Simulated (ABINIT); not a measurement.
Crystal: BN.

```
CELL_PARAMETERS angstrom
2.49824 0.00000 0.00000
-1.24912 2.16354 0.00000
0.00000 0.00000 6.63570
ATOMIC_POSITIONS crystal
N 0.66667 0.33333 0.25000
N 0.33333 0.66667 0.75000
B 0.66667 0.33333 0.75000
B 0.33333 0.66667 0.25000
```

Base run:

- Program: ABINIT 10.8.3 (patched build)
- Functional: PBE
- Potentials or basis: PseudoDojo NC SR PBE v0.5 standard
- Cutoff: 1143 eV
- k mesh: 12 × 12 × 4
- Occupations: fermi-dirac, width 0.05 eV
- Spin: no spin polarisation

Its results: band gap on the k mesh 4.32 eV, indirect (least direct gap 4.69 eV); pressure 4.8 GPa.

Problem. After a change of settings the same cell gave: band gap on the k mesh 4.33 eV, indirect (least direct gap 4.69 eV); pressure 3.6 GPa. Which change was it?
A. functional from PBE to HCTH407; potentials or basis from PseudoDojo NC SR PBE v0.5 standard to JTH PAW PBE v2.0; cutoff from 1143 eV to 707 eV
B. potentials or basis from PseudoDojo NC SR PBE v0.5 standard to SG15 NC PBE v1.2
C. potentials or basis from PseudoDojo NC SR PBE v0.5 standard to JTH PAW PBE v2.0; cutoff from 1143 eV to 707 eV; k mesh from 12 × 12 × 4 to 16 × 16 × 5
D. functional from PBE to BP86; potentials or basis from PseudoDojo NC SR PBE v0.5 standard to JTH PAW PBE v2.0; cutoff from 1143 eV to 707 eV

Solution. B.

Caveats: this functional lacks dispersion, which binds the layers, so the pressure and a relaxed spacing across them are unreliable.

Not every run made on this cell is shown here.
